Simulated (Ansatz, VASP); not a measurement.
# Ti, level by level in two programs

```
Ti
1.0
     4.56737    0.00000    0.00000
    -2.28369    3.95546    0.00000
     0.00000    0.00000    2.82624
Ti
3
Cartesian
  2.2837 1.3185 1.4131
  0.0000 2.6370 1.4131
  0.0000 0.0000 0.0000
```

This isn't the form of Ti at room conditions, which is hcp.

Single points on this cell with VASP 6.6.1 and Ansatz 0.2.0. Each row is one pair of runs. Alike in all rows: spin: off; k mesh: 7 × 7 × 9; Ansatz's potentials, cutoff: Ansatz PAW, 420 eV.

| level | smearing | VASP's potentials, cutoff | gap on the k mesh at the Fermi level (eV), VASP | gap on the k mesh at the Fermi level (eV), Ansatz | pressure (GPa), VASP | pressure (GPa), Ansatz |
| --- | --- | --- | --- | --- | --- | --- |
| PBEsol | gaussian, width 0.05 eV | VASP PAW PBE potentials, release 64 (Ti_sv), 520 eV | none | none | -4.0 | -3.7 |
| LDA | gaussian, width 0.05 eV | VASP PAW LDA potentials, release 64 (Ti_sv), 520 eV | none | none | -8.1 | -8.0 |
| PBE | fermi-dirac, width 0.05 eV | VASP PAW PBE potentials, release 64 (Ti_sv), 520 eV | none | none | 0.5 | 0.8 |

Pressure (GPa): the two programs differ by at most 0.32.

A gap of «none» marks a metal or a gap that the smearing closes.

Caveats: the PAW data sets were made with another functional, which shifts forces and pressure a little (VASP); the PAW data sets come from PBE, with cores solved anew for the run's functional, which leaves a small shift of forces and pressure (Ansatz).
